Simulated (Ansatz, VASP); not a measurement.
## CdTe: VASP beside Ansatz

The input INCAR:

```
SYSTEM = CdTe
  PREC = Accurate
  ENCUT = 520
  EDIFF = 1E-7
  ISMEAR = 0
  SIGMA = 0.05
  LREAL = .False.
  LASPH = .True.
  NELM = 100
  ALGO = Normal
  ISIF = 2
  LWAVE = .False.
  LCHARG = .False.
  GGA = PE
  NBANDS = 16
```

KPOINTS

```
regular mesh
0
Gamma
  8 8 8
  0 0 0
```

Contents of POSCAR:

```
CdTe
1.0
    0.0000000000      3.2050000000      3.2851250000
    3.2050000000      0.0000000000      3.2851250000
    3.2050000000      3.2050000000      0.0000000000
Cd Te
1 1
Direct
    0.0000000000      0.0000000000      0.0000000000
    0.7500000000      0.7500000000      0.7500000000
```

Input for Ansatz:

```yaml
crystal:
  lattice:
    - [0.0, 3.205, 3.285125]
    - [3.205, 0.0, 3.285125]
    - [3.205, 3.205, 0.0]
  atoms:
    - { symbol: Cd, position: [0.0, 0.0, 0.0] }
    - { symbol: Te, position: [0.75, 0.75, 0.75] }
basis:
  ecutwfc: 420
kpoints:
  mp_grid: { grid: [8, 8, 8] }
hamiltonian:
  xc: pbe
scf:
  occupations: { method: gaussian, width: 0.05 }
output:
  forces: true
  stress: true
  eigenvalues: true
```

Change from the starting cell: strain +0.000 along x and y, +0.025 along z, atoms carried along.

Alike in both runs: task single point; functional PBE; k mesh 8 × 8 × 8; occupations gaussian, width 0.05 eV; no spin polarisation.

|  | VASP | Ansatz |
| --- | --- | --- |
| version | VASP 6.6.1 | Ansatz 0.2.0 |
| potentials or method | VASP PAW PBE potentials, release 64 (Cd, Te) | scalar-relativistic, plane waves, PAW |
| plane-wave cutoff (eV) | 520 | 420 |
| valence electrons in the cell | 18 | 36 |

```csv
,VASP,Ansatz,Ansatz less VASP
gap on the k mesh at the Fermi level (eV),0.77,0.77,+0.001
least direct gap on the mesh (eV),0.77,0.77,+0.001
pressure (GPa),3.1,3.0,-0.14
largest component of the traceless stress (GPa),0.25,0.25,+0.002
```

The two sets of potentials don't hold the same shells in valence.

Caveats: spin-orbit coupling is left out, which moves the levels of the heavy elements.
